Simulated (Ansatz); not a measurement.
**Sr: what symmetry allows forces and stress to be**

```
CELL_PARAMETERS angstrom
6.95735 -0.14132 0.00000
-3.60106 6.12001 0.00000
0.00000 0.00000 3.66912
ATOMIC_POSITIONS crystal
Sr 0.98618 0.64360 0.00000
Sr 0.34525 0.34510 0.00000
Sr 0.66857 0.01131 0.00000
```

Computed with DFT PBEsol, scalar-relativistic, plane waves, PAW (Ansatz).

Settings: cutoff 420 eV, Γ-centred mesh 6×6×10 on the computed 3-atom cell, Gaussian smearing of 0.10 eV; no spin polarisation.

This distorted cell has space group Pm, with 2 operations.

**Question.** Without a calculation: in which directions can each atom feel a force?

**Answer.** A force must be left unchanged by every operation that keeps its atom in place, so it lies in the space that those operations leave fixed. Atoms that the group maps onto each other feel forces of one size.
```tsv
atom	site symmetry	operations at the site	equivalent to atom	allowed force (Cartesian)
Sr1	m	2	1	in the plane normal to (0.00, 0.00, 1.00)
Sr2	m	2	2	in the plane normal to (0.00, 0.00, 1.00)
Sr3	m	2	3	in the plane normal to (0.00, 0.00, 1.00)
```

That leaves 6 independent force components of 9, tied by 2 conditions that the forces sum to zero, so 4 remain. A relaxation in this cell that keeps the symmetry moves the atoms in these directions alone.

**Question.** And the stress tensor?

**Answer.** It must be invariant under the point group, which leaves 4 independent components: yz, xz vanish.

**Question.** Do the computed values obey this?

**Answer.** Yes. Forces (eV/Å):
```
Sr1  0.083  0.347  0.000
Sr2 -0.134 -0.154  0.000
Sr3  0.050 -0.193  0.000
```

Stress (GPa, compression positive, xx yy zz yz xz xy): -0.26 -0.30 0.88 0.00 0.00 0.44. The program imposes the same operations on density, forces and stress, so this confirms the analysis and is no independent test of the calculation.

This form isn't the element's structure at ambient conditions.